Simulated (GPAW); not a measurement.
Write an ASE script for GPAW 26.7.0 that does the following.

| Property | Result |
| --- | --- |
| Task | single point |
| Functional | PBE |
| Potentials or basis | GPAW PAW data sets (gpaw-data 1.2.1) |
| Cutoff | 600 eV |
| Basis | pw |
| k mesh | 11 × 11 × 11 |
| Occupations | gaussian, width 0.018 eV |
| Spin | no spin polarisation |
| Maxiter | 150 |

Crystal: Ag.

```
Ag
1.0
     0.00000    2.04275    2.04275
     2.04275    0.00000    2.04275
     2.04275    2.04275    0.00000
Ag
1
Direct
  0.00000 0.00000 0.00000
```

These files were run (other wordings do the same):

run.py

```python
from ase import Atoms
from ase.dft.bandgap import bandgap
from ase.io import write
from ase.units import Bohr, GPa
from gpaw import GPAW, PW
from gpaw.elf import elf_from_dft_calculation

atoms = Atoms(['Ag'],
              cell=[[0.0, 2.04275, 2.04275],
                    [2.04275, 0.0, 2.04275],
                    [2.04275, 2.04275, 0.0]],
              scaled_positions=[[0.0, 0.0, 0.0]],
              pbc=True)

calc = GPAW(mode=PW(600),
            xc='PBE',
            kpts={'size': (11, 11, 11), 'gamma': True},
            occupations={'name': 'methfessel-paxton', 'order': 0, 'width': 0.018000000000000002},
            nbands=18,
            convergence={'density': 1e-05, 'energy': 1e-05},
            maxiter=150,
            txt='gpaw.txt')
atoms.calc = calc
energy = atoms.get_potential_energy()
forces = atoms.get_forces()
stress = atoms.get_stress()
calc.write('gs.gpw')
write('result.traj', atoms)
print(f'Energy: {energy:.6f} eV')
print('Forces (eV/A):')
print(forces.round(4))
print('Stress (GPa):', (stress / GPa).round(3))
print('Fermi level:', round(calc.get_fermi_level(), 4), 'eV')
print(f'Gap: {bandgap(calc)[0]:.4f} eV, direct: {bandgap(calc, direct=True)[0]:.4f} eV')

# fields on the real-space grid
write('density.cube', atoms, data=calc.get_pseudo_density() * Bohr**3)
write('potential.cube', atoms, data=calc.get_electrostatic_potential())
write('elf.cube', atoms, data=elf_from_dft_calculation(calc).data)
```

Potentials or basis: GPAW PAW data sets (gpaw-data 1.2.1), pw.

Run with:

```sh
$ OMP_NUM_THREADS=1 python run.py
```

It gave:

```yaml
Pressure: 4.2 GPa
Band_gap_on_the_k_mesh: none (metal or under the smearing width)
```

Run time: 11 s on 1 thread of Arm Neoverse V2, with other jobs on the host, peak memory 0.14 GiB.
